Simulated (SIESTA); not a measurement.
## PbSe under changes of volume

One of the cells (58.477 Å³/atom); the others are scaled copies at fixed shape and fractional positions:

```
CELL_PARAMETERS angstrom
4.41489 0.00000 0.00000
-0.01031 4.41488 0.00000
-2.20229 -2.20744 12.00080
ATOMIC_POSITIONS crystal
Pb 0.80684 0.80730 0.61844
Pb 0.18545 0.19981 0.38238
Se 0.28733 0.32315 0.62319
Se 0.68427 0.69990 0.37796
```

```yaml
Program: SIESTA 5.4.2
Functional: PBEsol
Potentials_or_basis: PseudoDojo 0.4 standard (PBEsol files)
Basis: DZP (energy shift 0.003 Ry; two zetas on semicore shells)
Grid_cutoff: 500 Ry
Energy_shift: 0.003 Ry
k_mesh: 6 × 6 × 3
Occupations: fermi-dirac, width 0.05 eV
Spin: no spin polarisation
```

```tsv
volume (Å³/atom)	energy over the lowest point (meV/atom)	largest force (eV/Å)
54.969	?	?
56.138	0.00	0.195
57.308	1.73	0.206
58.477	6.93	0.247
59.647	15.53	0.316
60.817	26.67	0.408
61.986	40.30	0.491
```

What does the run at 54.969 Å³/atom give?

Energy over the lowest point 2.23 meV/atom; largest force 0.235 eV/Å.

Worked out: A Birch-Murnaghan fit of order 3 (a polynomial in V^(-2/3)) to the other rows has its minimum at 56.22 Å³/atom with B0 = V·E''(V) = 27 GPa and B' = 5.6 at fixed shape and positions, which overstates the stiffness. It gives 2.48 meV/atom at 54.969 Å³/atom, against the run's 2.23.

Energies are extrapolated to zero smearing.

Caveats: the basis of atomic orbitals isn't converged, which shifts pressures, moduli and gaps.
